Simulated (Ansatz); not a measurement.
# PbO2 under changes of volume

One of the cells (13.151 Å³/atom); the others are scaled copies at fixed shape and fractional positions:

```
CELL_PARAMETERS angstrom
0.00000 2.70199 2.70199
2.70199 0.00000 2.70199
2.70199 2.70199 0.00000
ATOMIC_POSITIONS crystal
Pb 0.00000 0.00000 0.00000
O 0.75000 0.75000 0.75000
O 0.25000 0.25000 0.25000
```

The cell comes from a database or a generator and needn't be the stable form of this composition.

| Item | Value |
| --- | --- |
| Program | Ansatz 0.2.0 |
| Functional | PBE |
| Potentials or basis | Ansatz PAW |
| Cutoff | 420 eV (not typed: the program's choice for these potentials) |
| k mesh | 9 × 9 × 9 |
| Occupations | fermi-dirac, width 0.05 eV |
| Spin | no spin polarisation |

```tsv
volume (Å³/atom)	energy over the lowest point (meV/atom)	pressure (GPa)
12.362	24.65	10.1
12.625	10.97	6.5
12.888	2.97	3.3
13.151	0.00	0.4
13.414	?	?
13.677	6.92	-4.4
13.940	15.91	-6.4
```

Question: What does the run at 13.414 Å³/atom give?

Answer: Energy over the lowest point 1.51 meV/atom; pressure -2.2 GPa.

Worked out: A Birch-Murnaghan fit of order 3 (a polynomial in V^(-2/3)) to the other rows has its minimum at 13.19 Å³/atom with B0 = V·E''(V) = 134 GPa and B' = 4.9. It gives 1.48 meV/atom at 13.414 Å³/atom, against the run's 1.51, and -dE/dV = -2.2 GPa, against -2.2.

Energies are extrapolated to zero smearing.
